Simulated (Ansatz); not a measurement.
## Deforming MoS$_{2}$

```yaml
crystal:
  lattice:
    - [1.58150, 0.91308, 6.12333]
    - [-1.58150, 0.91308, 6.12333]
    - [0.00000, -1.82616, 6.12333]
  atoms:
    - { symbol: Mo, position: [0.00000, 0.00000, 0.00000] }
    - { symbol: S, position: [0.74840, 0.74840, 0.74840] }
    - { symbol: S, position: [0.58490, 0.58490, 0.58490] }
```

Atoms are numbered in the order listed.

The conventional cell has a = 3.163 Å, b = 3.163 Å, c = 18.370 Å, α = 90.00°, β = 90.00°, γ = 120.00°. Around Mo (atom 1) lie 6 S at 2.36 Å. Around S (atom 2) lie 3 Mo at 2.36 Å. S (atom 3) is surrounded by 3 Mo at 2.36 Å.

The cell comes from COD entry 9007661, which wasn't checked; take it as a given geometry.

These are results of DFT, PBE, all-electron LAPW, scalar-relativistic (Ansatz 0.2.0), not measurements.

Settings: a Γ-centred 13×13×13 k mesh, Fermi–Dirac smearing of 0.05 eV, basis error target 0.5 meV/atom, no spin polarisation.

The unchanged cell is at 9.29 GPa.

Semilocal functionals give too small gaps.

x, y and z are the Cartesian axes of the cell as listed; fractional coordinates follow a strain, and an engineering shear is twice the off-diagonal strain component.

With equal xy, yz and zx engineering shear strains of +1 %: energy change +2 meV/atom; stress change (xx, yy, zz, yz, xz, xy) 0.03, 0.08, 0.05, -1.53, -1.55, -0.90 GPa, compression positive; change of the force on S2 (-0.205, -0.163, 0.010) eV/Å; gap on the k mesh 0.75 → 0.74 eV.

Question: With this change (equal xy, yz and zx engineering shear strains of -3 %), what becomes of the energy and stress and forces and gap?

Answer: Energy change +21 meV/atom; stress change (xx, yy, zz, yz, xz, xy) 0.56, 0.50, 0.47, 4.76, 4.84, 2.85 GPa, compression positive; change of the force on S2 (0.689, 0.523, 0.096) eV/Å; gap on the k mesh 0.75 → 0.71 eV.

With equal xy, yz and zx engineering shear strains of -1 %: energy change +2 meV/atom; stress change (xx, yy, zz, yz, xz, xy) 0.07, 0.04, 0.05, 1.56, 1.58, 0.93 GPa, compression positive; change of the force on S2 (0.217, 0.168, 0.010) eV/Å; gap on the k mesh 0.75 → 0.74 eV.

Question: With this change (equal xy, yz and zx engineering shear strains of +2 %), what becomes of the energy and stress and forces and gap?

Answer: Energy change +9 meV/atom; stress change (xx, yy, zz, yz, xz, xy) 0.17, 0.28, 0.20, -3.04, -3.07, -1.78 GPa, compression positive; change of the force on S2 (-0.400, -0.320, 0.040) eV/Å; gap on the k mesh 0.75 → 0.72 eV.
